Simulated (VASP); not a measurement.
## SnS2: single point with PBE+D3(BJ)

The system is SnS2.

```
CELL_PARAMETERS angstrom
3.63900 0.00000 0.00000
-1.81950 3.15147 0.00000
0.00000 0.00000 5.86800
ATOMIC_POSITIONS crystal
Sn 0.00000 0.00000 0.00000
S 0.33333 0.66667 0.25000
S 0.66667 0.33333 0.75000
```

- Program: VASP 6.6.1
- Task: single point
- Functional: PBE
- Dispersion: D3(BJ)
- Potentials or basis: VASP PAW PBE potentials, release 64 (Sn_d, S)
- Cutoff: 700 eV
- k mesh: 9 × 9 × 4
- Occupations: gaussian, width 0.02 eV
- Spin: no spin polarisation

```
Pressure                   : 1.7 GPa
Largest force              : 0.254 eV/Å
Band gap on the k mesh     : 1.46 eV, indirect (least direct gap 1.92 eV)
Dispersion energy per atom : -0.330 eV
```

Forces in eV/Å, atoms in the order of the input:
```
Sn   0.000  0.000  0.000
S    0.000  0.000  0.254
S    0.000  0.000 -0.254
```

Stress tensor (GPa, compression positive):
```
1.85 0.00 0.00
0.00 1.85 0.00
0.00 0.00 1.48
```

Levels at points of the mesh, in eV from the valence-band top:
```tsv
k point	band 9	band 10	band 11	band 12	band 13	band 14	band 15	band 16	band 17	band 18
(0.00, 0.00, 0.00)	-0.64	-0.64	-0.36	-0.36	0.00	2.01	3.67	5.46	5.46	8.96
(0.00, 0.00, 0.50)	-1.94	-0.73	-0.73	-0.22	-0.22	3.16	3.75	5.20	5.20	8.81
```

Wall time 60 s on 1 thread of Intel(R) Xeon(R) Platinum 8488C (Sapphire Rapids), on a shared host, peak memory 0.27 GiB.

Caveat: spin-orbit coupling is left out, which moves the levels of the heavy elements; an odd mesh through Γ misses points on the zone boundary, where band edges often lie.
